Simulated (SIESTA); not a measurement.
A run of SIESTA 5.4.2 is set up as follows.

The input SnO2.fdf:

```
SystemName                      Cassiterite
SystemLabel                     SnO2
NumberOfSpecies                 2
NumberOfAtoms                   6
%block ChemicalSpeciesLabel
  1  50 Sn
  2   8 O
%endblock ChemicalSpeciesLabel

LatticeConstant                 1.0 Ang
%block LatticeVectors
     4.7380000000     0.0000000000     0.0000000000
     0.0000000000     4.7380000000     0.0000000000
     0.0000000000     0.0000000000     3.1865000000
%endblock LatticeVectors
AtomicCoordinatesFormat         Fractional
%block AtomicCoordinatesAndAtomicSpecies
     0.5013560000     0.5095060000     0.4974570000  1  Sn
    -0.0097630000     0.0061470000    -0.0017750000  1  Sn
     0.8074240000     0.1947060000     0.5055470000  2  O
     0.6973130000     0.6992190000     0.0034190000  2  O
     0.2080690000     0.8122900000     0.5098610000  2  O
     0.3084520000     0.3064930000    -0.0123700000  2  O
%endblock AtomicCoordinatesAndAtomicSpecies

%block kgrid.MonkhorstPack
    4   0   0  0.0
    0   4   0  0.0
    0   0   6  0.0
%endblock kgrid.MonkhorstPack
XC.Functional                   GGA
XC.Authors                      PBE
PAO.BasisSize                   DZP
PAO.EnergyShift                 0.003 Ry
Mesh.Cutoff                     800 Ry
OccupationFunction              FD
ElectronicTemperature           0.05 eV
MaxSCFIterations                120
SCF.MustConverge                false
SCF.Mixer.Method                Pulay
SCF.Mixer.Weight                0.25
SCF.Mixer.History               8
SCF.DM.Tolerance                5.0e-05
SCF.H.Tolerance                 1.0e-03 eV
WriteForces                     true
Charge.Mulliken                 end
Siesta2Wannier90.WriteMmn       true
Siesta2Wannier90.WriteAmn       true
Siesta2Wannier90.WriteEig       true
Siesta2Wannier90.NumberOfBands  26
%block PAO.Basis
  Sn 4
  n=5 0 2
    6.432 0.000
  n=5 1 2
    8.686 0.000
  n=4 2 2
    3.759 0.000
  n=5 2 1
    8.686
%endblock PAO.Basis
```

The input SnO2.win:

```
num_wann = 26
num_bands = 26
num_iter = 2000
num_cg_steps = 50
precond = true
conv_tol = 1.0e-7
conv_window = 5
num_print_cycles = 50
guiding_centres = true

begin unit_cell_cart
ang
   4.7380000000     0.0000000000     0.0000000000
   0.0000000000     4.7380000000     0.0000000000
   0.0000000000     0.0000000000     3.1865000000
end unit_cell_cart

begin atoms_frac
Sn    0.5013560000     0.5095060000     0.4974570000
Sn   -0.0097630000     0.0061470000    -0.0017750000
O     0.8074240000     0.1947060000     0.5055470000
O     0.6973130000     0.6992190000     0.0034190000
O     0.2080690000     0.8122900000     0.5098610000
O     0.3084520000     0.3064930000    -0.0123700000
end atoms_frac

begin projections
O:s
O:p
Sn:d
end projections

mp_grid = 4 4 5
begin kpoints
   0.0000000000     0.0000000000     0.0000000000
   0.0000000000     0.0000000000     0.2000000000
   0.0000000000     0.0000000000     0.4000000000
   0.0000000000     0.0000000000     0.6000000000
   0.0000000000     0.0000000000     0.8000000000
   0.0000000000     0.2500000000     0.0000000000
   0.0000000000     0.2500000000     0.2000000000
   0.0000000000     0.2500000000     0.4000000000
   0.0000000000     0.2500000000     0.6000000000
   0.0000000000     0.2500000000     0.8000000000
   0.0000000000     0.5000000000     0.0000000000
   0.0000000000     0.5000000000     0.2000000000
   0.0000000000     0.5000000000     0.4000000000
   0.0000000000     0.5000000000     0.6000000000
   0.0000000000     0.5000000000     0.8000000000
   0.0000000000     0.7500000000     0.0000000000
   0.0000000000     0.7500000000     0.2000000000
   0.0000000000     0.7500000000     0.4000000000
   0.0000000000     0.7500000000     0.6000000000
   0.0000000000     0.7500000000     0.8000000000
   0.2500000000     0.0000000000     0.0000000000
   0.2500000000     0.0000000000     0.2000000000
   0.2500000000     0.0000000000     0.4000000000
   0.2500000000     0.0000000000     0.6000000000
   0.2500000000     0.0000000000     0.8000000000
   0.2500000000     0.2500000000     0.0000000000
   0.2500000000     0.2500000000     0.2000000000
   0.2500000000     0.2500000000     0.4000000000
   0.2500000000     0.2500000000     0.6000000000
   0.2500000000     0.2500000000     0.8000000000
   0.2500000000     0.5000000000     0.0000000000
   0.2500000000     0.5000000000     0.2000000000
   0.2500000000     0.5000000000     0.4000000000
   0.2500000000     0.5000000000     0.6000000000
   0.2500000000     0.5000000000     0.8000000000
   0.2500000000     0.7500000000     0.0000000000
   0.2500000000     0.7500000000     0.2000000000
   0.2500000000     0.7500000000     0.4000000000
   0.2500000000     0.7500000000     0.6000000000
   0.2500000000     0.7500000000     0.8000000000
   0.5000000000     0.0000000000     0.0000000000
   0.5000000000     0.0000000000     0.2000000000
   0.5000000000     0.0000000000     0.4000000000
   0.5000000000     0.0000000000     0.6000000000
   0.5000000000     0.0000000000     0.8000000000
   0.5000000000     0.2500000000     0.0000000000
   0.5000000000     0.2500000000     0.2000000000
   0.5000000000     0.2500000000     0.4000000000
   0.5000000000     0.2500000000     0.6000000000
   0.5000000000     0.2500000000     0.8000000000
   0.5000000000     0.5000000000     0.0000000000
   0.5000000000     0.5000000000     0.2000000000
   0.5000000000     0.5000000000     0.4000000000
   0.5000000000     0.5000000000     0.6000000000
   0.5000000000     0.5000000000     0.8000000000
   0.5000000000     0.7500000000     0.0000000000
   0.5000000000     0.7500000000     0.2000000000
   0.5000000000     0.7500000000     0.4000000000
   0.5000000000     0.7500000000     0.6000000000
   0.5000000000     0.7500000000     0.8000000000
   0.7500000000     0.0000000000     0.0000000000
   0.7500000000     0.0000000000     0.2000000000
   0.7500000000     0.0000000000     0.4000000000
   0.7500000000     0.0000000000     0.6000000000
   0.7500000000     0.0000000000     0.8000000000
   0.7500000000     0.2500000000     0.0000000000
   0.7500000000     0.2500000000     0.2000000000
   0.7500000000     0.2500000000     0.4000000000
   0.7500000000     0.2500000000     0.6000000000
   0.7500000000     0.2500000000     0.8000000000
   0.7500000000     0.5000000000     0.0000000000
   0.7500000000     0.5000000000     0.2000000000
   0.7500000000     0.5000000000     0.4000000000
   0.7500000000     0.5000000000     0.6000000000
   0.7500000000     0.5000000000     0.8000000000
   0.7500000000     0.7500000000     0.0000000000
   0.7500000000     0.7500000000     0.2000000000
   0.7500000000     0.7500000000     0.4000000000
   0.7500000000     0.7500000000     0.6000000000
   0.7500000000     0.7500000000     0.8000000000
end kpoints
```

Potentials or basis: PseudoDojo 0.4 standard (PBE files), DZP (energy shift 0.003 Ry; two zetas on semicore shells).

The run is started by

```bash
$ wannier90.x -pp SnO2
$ siesta SnO2.fdf > SnO2.out 2>&1
$ wannier90.x SnO2
```

(1) Estimate the total Wannier spread.

(2) Predict the pressure.

(3) What does it give for the band gap on the k mesh?

(4) Estimate the largest force.

## Answers

(1) 16.11 Å² over 26 functions.

(2) 17.8 GPa.

(3) 0.90 eV, direct.

(4) 1.917 eV/Å.

Caveat: spin-orbit coupling is left out, which moves the levels of the heavy elements; the basis of atomic orbitals isn't converged, which shifts pressures, moduli and gaps.
